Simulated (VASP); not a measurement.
# InP: single point with PBEsol

Slab: InP, a slab with vacuum.

```
In P
1.0
     4.15650    0.00000    0.00000
     0.00000    5.87818    0.00000
     0.00000    0.00000   19.15650
In P
3 3
Direct
  0.50000 0.50000 0.39151
  0.00000 0.00000 0.50000
  0.50000 0.50000 0.60849
  0.00000 0.75000 0.39151
  0.50000 0.25000 0.50000
  0.00000 0.75000 0.60849
```

The cell isn't the ideal one: (1 1 0) slab cut from the bulk.

* Program: VASP 6.6.1
* Task: single point
* Functional: PBEsol
* Potentials or basis: VASP PAW PBE potentials, release 64 (In_d, P)
* Cutoff: 520 eV
* k mesh: 8 × 6 × 1
* Occupations: gaussian, width 0.05 eV
* Spin: no spin polarisation
* Dipole correction: yes
* Further INCAR settings: ALGO = Fast; EDIFF = 1e-06; NBANDS = 36

| Quantity | Value |
| --- | --- |
| Largest force | 1.424 eV/Å |
| Band gap on the k mesh | 0.01 eV, indirect (least direct gap 0.04 eV) |

Forces in eV/Å, atoms in the order of the input:
```
In   0.000  1.181  0.794
In   0.000 -0.625  0.000
In   0.000  1.181 -0.794
P    0.000 -0.488 -1.176
P    0.000 -0.761  0.000
P    0.000 -0.488  1.176
```

Levels at points of the mesh, in eV from the valence-band top:
```tsv
k point	band 24	band 25	band 26	band 27	band 28	band 29	band 30	band 31
(0.00, 0.00, 0.00)	-1.30	-0.84	-0.51	-0.25	0.24	1.64	2.17	2.78
(0.50, 0.00, 0.00)	-2.16	-1.94	-0.89	-0.05	0.24	1.20	2.28	3.01
(0.00, 0.50, 0.00)	-1.04	-0.79	-0.75	-0.20	0.37	0.92	2.60	2.66
(0.50, 0.50, 0.00)	-2.10	-2.01	-0.91	-0.11	0.01	1.35	2.95	3.85
```

Wall time 5.7 min on 1 thread of AMD EPYC 9R45 96-Core Processor (Zen 5) (shared host), peak memory 0.61 GiB.

Caveat: the PAW data sets were made with another functional, which shifts forces and pressure a little; spin-orbit coupling is left out, which moves the levels of the heavy elements.
